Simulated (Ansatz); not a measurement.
**Phases of SnSe at 37 GPa**

Structure types of SnSe are relaxed in primitive cells with their symmetry kept at 37 GPa, on PAW files; LAPW relaxes the small cells further and takes the PAW cell for the others (marked *). The enthalpy is E + pV at zero temperature, without zero-point motion. Only the types listed were tried, and differences under about 5 meV/atom are mesh noise. The real phase may be another.

All numbers are PBE results (scalar-relativistic) from Ansatz 0.2.0, with Fermi–Dirac smearing of 0.05 eV, no spin polarisation. Methods: LAPW: all electrons, basis error target 0.5 meV/atom; PAW: frozen-core files, cutoff 420 eV.

k meshes: rocksalt 14×14×14, CsCl 14×14×14, zincblende 12×12×12, wurtzite 9×9×5, NiAs 11×11×6.

Spin–orbit coupling is left out, which matters for the heavy atoms.

```tsv
start type	ends as	a, b, c (Å)	V (Å³/atom)	H − H(lowest), LAPW (meV/atom)
rocksalt	rocksalt, Fm-3m	5.381, 5.381, 5.381	19.47	279.3
CsCl	CsCl, Pm-3m	3.278, 3.278, 3.278	17.61	0.0
zincblende	zincblende, F-43m	5.734, 5.734, 5.734	23.57	1931.4
wurtzite*	distorted wurtzite, P6_3mc	2.892, 2.892, 10.007	18.12	?
NiAs*	distorted NiAs, P6_3/mmc	3.333, 3.333, 7.673	18.46	?
```

Task: Give the missing entry: row "NiAs*", column "H − H(lowest), LAPW (meV/atom)".

Result: 183.8.

Task: Fill in "H − H(lowest), LAPW (meV/atom)" for the row "wurtzite*".

Result: 455.9.

Task: Split the lead of CsCl over distorted NiAs into energy and pV.

Result: For distorted NiAs less CsCl: ΔE = -11.7 meV/atom, and p·ΔV = 37 GPa × +0.8468 Å³ × 6.242 meV/(GPa·Å³) = +195.6 meV/atom, together 183.9 meV/atom. CsCl wins by its smaller volume, against the internal energy.
